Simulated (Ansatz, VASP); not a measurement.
# MnSb4 in VASP and in Ansatz

File INCAR:

```
PREC     = Accurate       # precision mode
ENCUT    = 520            # plane-wave cutoff, eV
EDIFF    = 1E-7           # SCF threshold, eV
ISMEAR   = -1             # smearing method
SIGMA    = 0.05           # smearing width, eV
LREAL    = F              # projectors in reciprocal space
LASPH    = T              # aspherical terms in the spheres
NELM     = 120            # most SCF steps
ALGO     = Normal         # electronic algorithm
ISIF     = 2              # what is computed and relaxed
LWAVE    = F              # write WAVECAR
LCHARG   = F              # write CHGCAR
ISPIN    = 2              # spin polarisation
MAGMOM   = 0 0 0 0 4      # initial moments
LORBIT   = 11             # projections on sites
LMAXMIX  = 4              # l up to which the mixer works
GGA      = PE             # functional
NBANDS   = 28             # bands
```

Contents of KPOINTS:

```
Automatic mesh
0
Gamma
  9 9 2
```

File POSCAR:

```
MnSb4
1.0
    3.0176150079      0.0000000000      0.0000000000
    0.0000000000      3.0176150079      0.0000000000
    0.0000000000      0.0000000000     14.6881129701
Sb Mn
4 1
Direct
    0.0000000000      0.0000000000      0.8196820000
    0.0000000000      0.0000000000      0.6005510000
    0.0000000000      0.0000000000      0.3994490000
    0.0000000000      0.0000000000      0.1803180000
    0.0000000000      0.0000000000      0.0000000000
```

Contents of input.yaml:

```yaml
crystal:
  lattice:
    - [3.0176150079, 0.0, 0.0]
    - [0.0, 3.0176150079, 0.0]
    - [0.0, 0.0, 14.6881129701]
  atoms:
    - { symbol: Sb, position: [0.0, 0.0, 0.819682] }
    - { symbol: Sb, position: [0.0, 0.0, 0.600551] }
    - { symbol: Sb, position: [0.0, 0.0, 0.399449] }
    - { symbol: Sb, position: [0.0, 0.0, 0.180318] }
    - { symbol: Mn, position: [0.0, 0.0, 0.0], spin: 4.0 }
hamiltonian:
  xc: pbe
  pseudopotentials: { kind: paw }
magnetization:
  spin_polarized: true
kpoints:
  mp_grid: { grid: [9, 9, 2] }
scf:
  occupations: { method: fermi_dirac, width: 0.05 }
output:
  forces: true
  stress: true
  eigenvalues: true
```

Change from the starting cell: volume scaled by 0.94.

Alike in both runs: task single point; functional PBE; k mesh 9 × 9 × 2; occupations fermi-dirac, width 0.05 eV; collinear spin, ferromagnetic start.

|  | VASP | Ansatz |
| --- | --- | --- |
| version | VASP 6.6.1 | Ansatz 0.2.0 |
| potentials or method | VASP PAW PBE potentials, release 64 (Sb, Mn_pv) | Ansatz PAW |
| plane-wave cutoff (eV) | 520 | 420 |
| valence electrons in the cell | 33 | 75 |

Ansatz gave:

```
gap on the k mesh at the Fermi level (eV)                     : none
pressure (GPa)                                                : 3.0
largest component of the traceless stress (GPa)               : 0.87
rms of the force components (eV/Å)                            : 0.071
net moment per atom (μB)                                      : 0.76
size of the moment on the site where the two differ most (μB) : 3.66
```

Task: What did VASP give for the same quantities?

Result: gap on the k mesh at the Fermi level (eV): none; pressure (GPa): 3.0; largest component of the traceless stress (GPa): 0.88; rms of the force components (eV/Å): 0.076; net moment per atom (μB): 0.76; size of the moment on the site where the two differ most (μB): 3.68.

Site moments also hang on the region over which each program counts them. Atom by atom the forces differ by 0.005 eV/Å (rms over components). A gap of «none» marks a metal or a gap that the smearing closes. With one functional, cell and mesh, what is left measures potentials, basis and numerics. The two sets of potentials don't hold the same shells in valence.

Caveats: a cell with one magnetic atom can't hold antiferromagnetic order, which such compounds often take. The runs have no spin-orbit coupling, so splittings on Sb are missing.
